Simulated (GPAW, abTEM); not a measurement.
# BP monolayer: independent atoms against a DFT potential

Question: image and diffraction simulations usually add up neutral spherical atoms. How large is the error for a BP monolayer, in scanning-probe images and phase-contrast images?

The sheet lies in the middle of a cell with vacuum above and below. All numbers are calculated.

### 1. Relax the structure

The density hangs on the geometry, so the atoms and the in-plane cell are relaxed first, with the symmetry held. The cutoff is set higher than for the density because stress converges slowly with plane waves.

Settings: GPAW 26.7.0, PBE, 750 eV, 8×8×1 k-points, Fermi–Dirac width 0.05 eV, BFGS to 0.02 eV/Å.

```text
cell
1.0
     3.210000000    0.000000000    0.000000000
    -1.605000000    2.779941546    0.000000000
     0.000000000   -0.000000000   10.000000000
B P
1 1
Direct
0.000000000 0.000000000 0.500000000
0.666666667 0.333333333 0.500000000
```

```console
$ OMP_NUM_THREADS=1 mpirun -n 4 gpaw python run.py > gpaw.log
```

```text
BFGS:    0      -12.125400        0.096154
BFGS:    1      -12.125638        0.060248
BFGS:    2      -12.125822        0.000336
cell  3.2159 3.2159 10.0000  90.00 90.00 120.00
volume 89.565 A^3, largest force 0.000 eV/A, largest stress 0.00 GPa
```

After 2 steps the area has changed by +0.4 % and the energy by 0.000 eV; the largest stress left is 0.00 GPa (averaged over the vacuum too). It took 8.7 s on 4 cores of Arm Neoverse V1 (shared host), peak memory 0.72 GiB.

Shortest distances after relaxation: B–P 1.857 Å, B–B 3.216 Å, P–P 3.216 Å.

### 2. Density and charge transfer

Fast electrons feel the potential of the nuclei and of all the electrons, so the PAW density is rebuilt with its core regions. Subtracting spherical free atoms from the same code cancels the cores and leaves the deformation density Δρ, the part due to bonding.

Settings: PBE, 600 eV, 10×10×1 k-points, Fermi–Dirac width 0.05 eV; primitive cell of 2 atoms.

```console
$ OMP_NUM_THREADS=1 mpirun -n 4 gpaw python run.py > gpaw.log
```

```text
|iter:   1|       0s |  -12.751114 | +0.44 |       |
|iter:   2|       0s |  -12.662632 | -0.88 | -0.71 |
|iter:   3|       0s |  -12.119192 | -1.08 | -0.75 |
...
|iter:   8|       1s |  -12.120907c| -6.09 | -4.03c|
|iter:   9|       2s |  -12.120907c| -6.87 | -4.71c|
|iter:  10|       2s |  -12.120907c| -7.55c| -5.12c|
```

```text
grid (40, 40, 120)  electrons 20.000  moved by bonding 0.559 e
deformation density beyond 0.5 A of the nuclei: max 0.321, min -0.132 e/A^3
atom        x       y       z   Voronoi charge  moment
B 1    0.0000  0.0000  0.5000     -0.126       0.00
P 2    0.6667  0.3333  0.5000      0.126       0.00
mean inner potential of superposed free atoms 4.484 V
total magnetic moment 0.000 muB
```

Deformation density in a plane through the shortest contact of the B atom at the origin, in 0.01 e/Å³ (clipped at ±99); x from -1.6 to 3.5 Å, y from 2.4 down to -2.4 Å:

```text
 -5  -9   7  28  27  10   0  -1  -4  -9   1  24  30  15   1   0
  6 -11   .   8   6   0  -3  -4  -5  -4   3  15  24   .   7  14
 21   .   .   . -13  -8  -5  -5  -5  -4  -1   3   .   .   .  30
  5 -12   .   9   8   1  -3  -4  -5  -5   3  15  25   .   7  14
 -6  -8   7  28  28  10   0   0  -4  -9   1  24  30  14   1  -1
 -5  -3   6  18  25   .   8  15  10  -8   .   7   8   2  -3  -4
 -5  -3   0   4   .   .   .  31  26   .   .   . -13  -9  -6  -5
 -5  -3   6  18  25   .   8  15  10  -8   .   7   8   2  -3  -4
 -6  -8   7  28  28  10   0   0  -4  -9   1  24  30  14   1  -1
  5 -12   .   9   8   1  -3  -4  -5  -5   3  15  25   .   7  14
 21   .   .   . -13  -8  -5  -5  -5  -4  -1   3   .   .   .  30
  6 -11   .   8   6   0  -3  -4  -5  -4   3  15  24   .   7  14
 -5  -9   7  28  27  10   0  -1  -4  -9   1  24  30  15   1   0
```

Atoms in or within 0.15 Å of the plane: B (2.8, -1.6), B (0.0, 0.0), B (2.8, 1.6), P (-0.9, -1.6), P (1.9, 0.0), P (-0.9, 1.6) Å. Dots mark points within about 0.45 Å of a nucleus; large values next to them are atomic features.

B gains most (-0.13 e) and P loses most (+0.13 e), which isn't the order of electronegativity: valence and coordination count too, and Voronoi cells cut space at the midplane whatever the atoms' sizes. Such charges fall far short of formal ones, since overlapping free atoms already put density on their neighbours. Along the shortest contact from the B atom at the map's origin, B–P at 1.86 Å, Δρ is +0.31 e/Å³ at the midpoint and highest, +0.32, 0.82 Å from B (points within 0.5 Å of a nucleus left out): a bond charge, the mark of covalency. At the midpoints of other shortest contacts it is -0.09 (B–B, 3.22 Å) and 0.00 (P–P, 3.22 Å) e/Å³. Point values carry grid noise of about 0.01 e/Å³. The printed inner potential is divided by a volume that includes the vacuum. The run needed 10 iterations, 5.1 s.

### 3. The functional ladder

The same geometry is run with other functionals, to see whether the bonding signal is larger than the spread between approximations. Free atoms are LDA for LDA and PBE otherwise; meta-GGAs and hybrids keep PBE cores. Any other changed setting is in the row's label.

| run | q(B) (e) | moved (e) | time |
| --- | --- | --- | --- |
| PBE | -0.126 | 0.559 | 5.1 s |
| LDA | -0.133 | 0.558 | 4.6 s |
| r2SCAN | -0.117 | 0.572 | 8.9 s |

The charge moved by bonding spans 0.558 to 0.572 e. Times are from shared hosts.

### 4. Scanning probe: integrated centre of mass and ABF

The integrated centre-of-mass signal follows the projected potential of a thin sample, so it responds to any shift of charge; annular bright field is given beside it. The probe is focused on the sheet.

Settings: abTEM 1.0.9, 80 kV, 4×3×1 cells, grid 96×120, 10 slices, atoms at rest, semi-angle 30 mrad, ABF 15–30 mrad, Gaussian source blur σ = 0.25 Å; iCOM in arbitrary units. Columns, named by their atoms per repeat: P (1.61, 0.93), B (0.00, 0.00), void (1.61, 4.64) Å; 'void' is a point in the widest open channel.

| column | iCOM − void, atoms | bonded | change (%) | ABF, atoms (%) | bonded (%) |
| --- | --- | --- | --- | --- | --- |
| P | 0.0171 | 0.0167 | -2.3 | 71.90 | 71.89 |
| B | 0.0084 | 0.0076 | -9.4 | 72.46 | 72.46 |

Against the void, B changes by -9.4 % and P by -2.3 %. Screening by site charges alone doesn't account for these signs and sizes; the redistribution between atoms, bonds and voids matters as well. All listed columns lose contrast, and since the void is the reference, a rise of its own potential counts in every figure. At these points the largest ABF change is 0.005 % of the beam. Time: 5.9 s.

### 5. Phase-contrast images through focus

Defocus sets how strongly, and with which sign, the lens passes each spatial frequency; bonding changes the potential mostly at the lowest ones. Defocus counts from the exit plane, 4.5 Å below the sheet's middle.

Settings: abTEM 1.0.9, 80 kV, 3×2×1 cells, grid 123×140, 10 slices, atoms at rest, Cs 2 μm, focal spread 40 Å, aperture 35 mrad; positive defocus is underfocus. Intensity relative to vacuum, independent atoms / with bonding. Columns, named by their atoms per repeat: P (1.61, 0.93), B (0.00, 0.00), void (1.61, 4.64) Å; 'void' is a point in the widest open channel.

```csv
defocus (Å),P,B,void
-200,0.928 / 0.927,0.941 / 0.944,0.981 / 0.976
-130,1.144 / 1.145,1.032 / 1.026,0.941 / 0.948
20,0.934 / 0.934,0.977 / 0.978,1.011 / 1.009
130,0.890 / 0.890,1.005 / 1.012,1.136 / 1.129
200,1.041 / 1.042,1.005 / 1.004,0.989 / 0.990
```

The largest change at any listed point, and its share of that image's contrast range (maximum minus minimum): 0.005 (4 %) at -200 Å, 0.007 (3 %) at -130 Å, 0.002 (2 %) at 20 Å, 0.007 (3 %) at 130 Å, 0.001 (2 %) at 200 Å.

### 6. Answer

Putting the DFT potential in place of independent atoms changes iCOM column contrast by -9.4 to -2.3 % and phase contrast by up to 4 % of its range. The shortest bond, B–P, has Δρ = +0.31 e/Å³ at its midpoint, a covalent bond charge. Limits: the bonding term is static and added to Lobato atoms; no inelastic scattering.

[Outputs are excerpts: Python notices, other lines and further rows are left out; steps that failed or that the build refused (PBEsol, TPSS) are not shown.]

[Logs are printed without paths, hosts, clocks, repeated set-up lines and the standing remarks that a program may print on its own settings, such as how far it seeks lower states.]
